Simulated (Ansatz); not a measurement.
Runs of Ansatz 0.2.0 on V. It takes space group Im-3m (No. 229, cubic). Conventional cell: a = 3.029 Å, b = 3.029 Å, c = 3.029 Å, α = 90.00°, β = 90.00°, γ = 90.00°. V (site symmetry m-3m) has 8 V at 2.62 Å as nearest neighbours. 

```csv
task,level,k mesh,cutoff (eV),smearing,atoms under strain,mesh quality,gap on the mesh (eV),pressure (GPa),moment (μB)
single point,r2SCAN50,6 × 6 × 6,500,fermi-dirac 0.05 eV,-,coarse,none,-3.0,0.97
elastic constants,PBE,9 × 9 × 9,420,fermi-dirac 0.05 eV,relaxed,not flagged,none,-5.5,(a)
single point,PBE0,6 × 6 × 6,420,fermi-dirac 0.05 eV,-,coarse,none,(b),0.78
single point,PBE,12 × 12 × 12,420,gaussian 0.028 eV,-,not flagged,none,-5.2,0.12
single point,PBE,12 × 12 × 12,420,gaussian 0.025 eV,-,not flagged,none,-5.2,0.12
```

Alike in all rows: potentials or basis Ansatz PAW; spin collinear, ferromagnetic start; cell as given.

**Question.** Fill in the values left out.

**Answer.** (a) 0.16; (b) -8.5.

Caveats: some runs use coarse meshes; the magnetic or orbital state may not be the lowest (some runs); the PAW data sets come from PBE, with cores solved anew for the run's functional, which leaves a small shift of forces and pressure (some runs); the thresholds are loose for stress (some runs); the starting moments weren't kept (some runs); the cell is more than 3 GPa from zero pressure, which shifts response properties (some runs); the elastic tensor has a negative eigenvalue, so either the cell is unstable as it stands or the mesh is too thin (some runs).

A gap of «none» marks a metal or a gap under the smearing width.
